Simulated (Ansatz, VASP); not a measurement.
Sc: VASP beside Ansatz

INCAR

```
PREC = Accurate
ENCUT = 520
EDIFF = 1E-8
ISMEAR = -1
SIGMA = 0.08
LREAL = False
LASPH = True
NELM = 80
ALGO = Normal
ISIF = 2
LWAVE = False
LCHARG = False
GGA = CA
LEFG = True
NBANDS = 12
```

The input KPOINTS:

```
regular mesh
0
Gamma
  13 13 13
```

The input POSCAR:

```
Sc
1.0
    0.0232684620      2.3384804357      2.3384804357
    2.3384804357      0.0232684620      2.3384804357
    2.3384804357      2.3384804357      0.0232684620
Sc
1
Direct
    0.0000000000      0.0000000000      0.0000000000
```

Input for Ansatz:

```yaml
crystal:
  lattice:
    - [0.023268462, 2.3384804357, 2.3384804357]
    - [2.3384804357, 0.023268462, 2.3384804357]
    - [2.3384804357, 2.3384804357, 0.023268462]
  atoms:
    - { symbol: Sc, position: [0.0, 0.0, 0.0] }
kpoints:
  mp_grid: { grid: [13, 13, 13] }
scf:
  occupations: { method: fermi_dirac, width: 0.08 }
hamiltonian:
  xc: lda
  pseudopotentials: { kind: paw }
output:
  forces: true
  stress: true
  eigenvalues: true
  efg: { contact_densities: true }
```

Change from the starting cell: equal xy, yz and zx shear strains of +1 %, PAW files.

Alike in both runs: task electric field gradients; functional LDA; k mesh 13 × 13 × 13; occupations fermi-dirac, width 0.08 eV; no spin polarisation.

|  | VASP | Ansatz |
| --- | --- | --- |
| version | VASP 6.6.1 | Ansatz 0.2.0 |
| potentials or method | VASP PAW LDA potentials, release 64 (Sc_sv) | PAW with Ansatz's default frozen-core files, scalar-relativistic |
| plane-wave cutoff (eV) | 520 | 420 |
| valence electrons in the cell | 11 | 11 |

|  | VASP | Ansatz | Ansatz less VASP |
| --- | --- | --- | --- |
| pressure (GPa) | -5.5 | -5.6 | -0.03 |
| largest component of the traceless stress (GPa) | 0.29 | 0.29 | -0.001 |
| Vzz of the field gradient on the site that differs most (V/Å²) | -3.9 | -3.6 | +0.23 |
